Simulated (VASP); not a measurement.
Here is a VASP 6.6.1 calculation.

Contents of INCAR:

```
PREC = Accurate ; ENCUT = 500
EDIFF = 1E-6 ; ISMEAR = 0
SIGMA = 0.05 ; LREAL = F
LASPH = T ; NELM = 100
ALGO = Fast ; ISIF = 2
LWAVE = F ; LCHARG = F
GGA = PS ; NBANDS = 14
```

Contents of KPOINTS:

```
regular mesh
0
Gamma
  10 10 10
```

POSCAR

```
CaO
1.0
    0.0000000000      2.4035556960      2.4035556960
    2.4035556960      0.0000000000      2.4035556960
    2.4035556960      2.4035556960      0.0000000000
Ca O
1 1
Cartesian
    0.0000000000      0.0000000000      0.0000000000
    2.4035556960      2.4035556960      2.4035556960
```

Potentials or basis: VASP PAW PBE potentials, release 64 (Ca_pv, O).

The run is started by

```console
$ cat potpaw_PBE.64/Ca_pv/POTCAR potpaw_PBE.64/O/POTCAR > POTCAR
$ mpirun -np 1 vasp_std > vasp.out
```

Estimate the band gap on the k mesh.

3.54 eV, indirect (least direct gap 3.93 eV).

Predict the pressure.

-2.9 GPa.

Caveat: the PAW data sets were made with another functional, which shifts forces and pressure a little. A k mesh can miss the band edges.
